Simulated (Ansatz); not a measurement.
Results of Hartree–Fock (Ansatz, a quantum-chemistry and plane-wave program, PAW) for zinc-blende AlSb.

Run with plane-wave cutoff 460 eV, 8×8×8 k mesh, Fermi–Dirac smearing 0.01 eV, scalar-relativistic PAW data made under PBE.

Response to compression and expansion:

```tsv
V (Å³/atom)	P (GPa)	direct gap at Γ (eV)	smallest gap on the k mesh (eV)
28.912	3.43	8.113	6.608
29.323	2.42	7.953	6.624
29.673	1.61	7.819	6.634
30.548	-0.22	7.491	6.639
31.195	-1.42	7.255	6.640
31.956	-2.67	6.984	6.639
```

The fundamental gap (6.64 eV at the equilibrium volume, on the SCF mesh) lies elsewhere than Γ–Γ.

Measured, for comparison: band gap 1.73 eV (zero-point renormalisation of 35 meV (experimental, the table's column) added back here, indirect; inputs from Miglio et al. (2020), arXiv:2011.12765).

Spin–orbit coupling is not included; with these elements it can move the gap by several tenths of an eV or more.
